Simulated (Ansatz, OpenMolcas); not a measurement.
## Predicting a hybrid from its neighbours: C2H2Cl2 (cis-1,2-Dichloroethene)

The species is C2H2Cl2 (6 atoms), meant as a singlet with charge 0. SMILES: `Cl/C=C\Cl`. Geometry: relaxed at PBE0-D4/def2-TZVP.

The vertical ionisation energy (to the doublet cation) y, in eV, basis 6-311+G(d,p); a is the functional's share of exact exchange. Programs: Ansatz 0.2.0, OpenMolcas 26.06.

```
functional     program     a  y (eV)
      TPSS  OpenMolcas     0    9.41
    revPBE      Ansatz     0    9.36
     B3LYP      Ansatz   0.2       ?
      PBE0      Ansatz  0.25    9.64
     BHLYP      Ansatz   0.5    9.66
```

Fit y = c + s·a to the known rows and predict B3LYP.


1. Means of the 4 rows: a = 0.1875, y = 9.518.
2. Σ(Δa)² = 0.17188, Σ(Δa·Δy) = 0.10188, so the slope is 0.10188/0.17188 = 0.59274.
3. Intercept: 9.518 − (0.59274) × 0.1875 = 9.407. The largest residual of the fit is 0.085.
4. B3LYP: 9.407 + (0.59274) × 0.2 = 9.53 eV.

The run gave 9.61 eV, so the prediction is off by -0.08 eV, about the largest residual.
